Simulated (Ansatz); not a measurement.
The system is Cs2AgBiBr6.

```xyz
10
Lattice="0.0000 5.6161 5.6161 5.6161 0.0000 5.6161 5.6161 5.6161 0.0000" Properties=species:S:1:pos:R:3 pbc="T T T"
Bi    0.0000    0.0000    0.0000
Cs    8.4242    8.4242    8.4242
Cs    2.8081    2.8081    2.8081
Ag    5.6161    5.6161    5.6161
Br    5.6161    5.6161    8.4180
Br    5.6161    5.6161    2.8142
Br    2.8142    5.6161    5.6161
Br    5.6161    8.4180    5.6161
Br    8.4180    5.6161    5.6161
Br    5.6161    2.8142    5.6161
```

Base run:

```yaml
Program: Ansatz 0.2.0
Functional: PBEsol
Potentials_or_basis: Ansatz PAW
Cutoff: "420 eV (not typed: the program's choice for these potentials)"
k_mesh: 4 × 4 × 4
Occupations: fermi-dirac, width 0.05 eV
Spin: no spin polarisation
Hubbard_terms: Ag d U = 5 eV
```

Its results: band gap on the k mesh 1.51 eV, indirect (least direct gap 2.59 eV); pressure 0.2 GPa; largest force 0.178 eV/Å.

**Question.** The run is repeated on the same cell with these changes: hubbard terms from Ag d U = 5 eV to Ag d U = 1 eV. What comes out?

**Answer.** Band gap on the k mesh 1.26 eV, indirect (least direct gap 2.47 eV); pressure 0.0 GPa; largest force 0.272 eV/Å.

Caveats: spin-orbit coupling is left out, which as a rule narrows the gap of such compounds by several tenths of an eV; the PAW data sets come from PBE, with cores solved anew for the run's functional, which leaves a small shift of forces and pressure; the density of states is complete only up to the lowest level of the last band computed.

A k mesh can miss the band edges.
